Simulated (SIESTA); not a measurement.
**SrCl2 under changes of volume**

One of the cells (28.299 Å³/atom); the others are scaled copies at fixed shape and fractional positions:

```xyz
3
Lattice="0.0000 3.4884 3.4884 3.4884 0.0000 3.4884 3.4884 3.4884 0.0000" Properties=species:S:1:pos:R:3 pbc="T T T"
Sr    0.0000    0.0000    0.0000
Cl    5.2325    5.2325    5.2325
Cl    1.7442    1.7442    1.7442
```

| Property | Result |
| --- | --- |
| Program | SIESTA 5.4.2 |
| Functional | LDA |
| Potentials or basis | PseudoDojo 0.4 standard (LDA files) |
| Basis | DZP (energy shift 0.003 Ry; two zetas on semicore shells; d shell added on Sr) |
| Grid cutoff | 800 Ry |
| Energy shift | 0.003 Ry |
| k mesh | 7 × 7 × 7 |
| Occupations | fermi-dirac, width 0.05 eV |
| Spin | no spin polarisation |

| volume (Å³/atom) | energy over the lowest point (meV/atom) | pressure (GPa) | gap on the mesh (eV) |
| --- | --- | --- | --- |
| 26.601 | 0.00 | -0.3 | 5.32 |
| 27.167 | 2.48 | -1.1 | 5.23 |
| 27.733 | 7.98 | -1.9 | 5.14 |
| 28.299 | 16.15 | -2.7 | 5.06 |
| 28.865 | 26.68 | -3.3 | 4.98 |
| 29.431 | ? | ? | ? |
| 29.997 | 53.84 | -4.4 | 4.82 |

Question: What does the run at 29.431 Å³/atom give?

Answer: Energy over the lowest point 39.30 meV/atom; pressure -3.8 GPa; gap on the mesh 4.90 eV.

Worked out: A Birch-Murnaghan fit of order 3 (a polynomial in V^(-2/3)) to the other rows has its minimum at 26.46 Å³/atom, just outside them, with B0 = V·E''(V) = 46 GPa and B' = 4.6. It gives 39.33 meV/atom at 29.431 Å³/atom, against the run's 39.30, and -dE/dV = -3.9 GPa, against -3.8. A straight line through the other rows of the gap, of slope -4.15 eV per unit of ln V, gives 4.90 eV, against the run's 4.90.

Energies are extrapolated to zero smearing.

Caveats: an odd mesh through Γ misses points on the zone boundary, where band edges often lie; the basis of atomic orbitals isn't converged, which shifts pressures, moduli and gaps. Spin-orbit coupling on Sr is left out.
